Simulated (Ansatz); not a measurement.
BeTe:

```
Te Be
1.0
     0.00000    2.77000    2.77000
     2.77000    0.00000    2.77000
     2.77000    2.77000    0.00000
Te Be
1 1
Direct
  0.75000 0.75000 0.75000
  0.00000 0.00000 0.00000
```

Base run:

| Property | Result |
| --- | --- |
| Program | Ansatz 0.2.0 |
| Functional | PBEsol |
| Potentials or basis | all-electron LAPW, relativistic spinors |
| Cutoff | 227 eV (chosen from the basis error) |
| Basis error allowed | 0.001 eV/atom |
| k mesh | 6 × 6 × 6 |
| Occupations | fermi-dirac, width 0.05 eV |
| Spin | spin-orbit coupling, no magnetisation |

Its results: band gap on the k mesh 1.45 eV, indirect (least direct gap 3.24 eV); pressure 2.3 GPa.

Question: The run is repeated on the same cell with these changes: potentials or basis from all-electron LAPW, relativistic spinors to all-electron LAPW, scalar-relativistic; spin from spin-orbit coupling, no magnetisation to no spin polarisation. What comes out?

Answer: Band gap on the k mesh 1.75 eV, indirect (least direct gap 3.58 eV); pressure 2.3 GPa.

Spin-orbit coupling splits the band edges, which narrows the gap.

Caveats: spin-orbit coupling is left out, which moves the levels of the heavy elements (some runs).
